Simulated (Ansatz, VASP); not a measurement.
# Cu: VASP beside Ansatz

```
Cu
1.0
     0.00000    1.77302    1.77302
     1.77302    0.00000    1.77302
     1.77302    1.77302    0.00000
Cu
1
Direct
  0.00000 0.00000 0.00000
```

Alike in both runs: task single point; functional LDA; k mesh 12 × 12 × 12; occupations fermi-dirac, width 0.06 eV; no spin polarisation.

|  | VASP | Ansatz |
| --- | --- | --- |
| version | VASP 6.6.1 | Ansatz 0.2 development build |
| potentials or method | VASP PAW LDA potentials, release 64 (Cu), cutoff 520 eV | all-electron full-potential LAPW, scalar-relativistic |

Ansatz gave:

| Item | Value |
| --- | --- |
| pressure (GPa) | -4.3 |

Q: Which values does VASP return?

A: Pressure (GPa): -3.4.

Ansatz ran all-electron here, so the differences hold the error of VASP's frozen core and of both bases.
